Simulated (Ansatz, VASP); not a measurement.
**CdS (Hawleyite): VASP beside Ansatz**

```
Cd S
1.0
     0.00000    2.85696    2.85696
     2.85696    0.00000    2.85696
     2.85696    2.85696    0.00000
Cd S
1 1
Direct
  0.00000 0.00000 0.00000
  0.75000 0.75000 0.75000
```

Change from the starting cell: volume scaled by 0.94.

Alike in both runs: task single point; functional PBE; k mesh 8 × 8 × 8; occupations fermi-dirac, width 0.05 eV; no spin polarisation.

```csv
,VASP,Ansatz
version,VASP 6.6.1,Ansatz 0.2.0
potentials or method,"VASP PAW PBE potentials, release 64 (Cd, S), cutoff 520 eV","all-electron LAPW, scalar-relativistic"
```

Ansatz gave:

| Item | Value |
| --- | --- |
| gap on the k mesh at the Fermi level (eV) | 1.27 |
| least direct gap on the mesh (eV) | 1.27 |
| pressure (GPa) | 7.6 |

Question: Which values does VASP return?

Answer: gap on the k mesh at the Fermi level (eV): 1.28; least direct gap on the mesh (eV): 1.28; pressure (GPa): 8.0.

Ansatz ran all-electron here, so the differences hold the error of VASP's frozen core and of both bases.
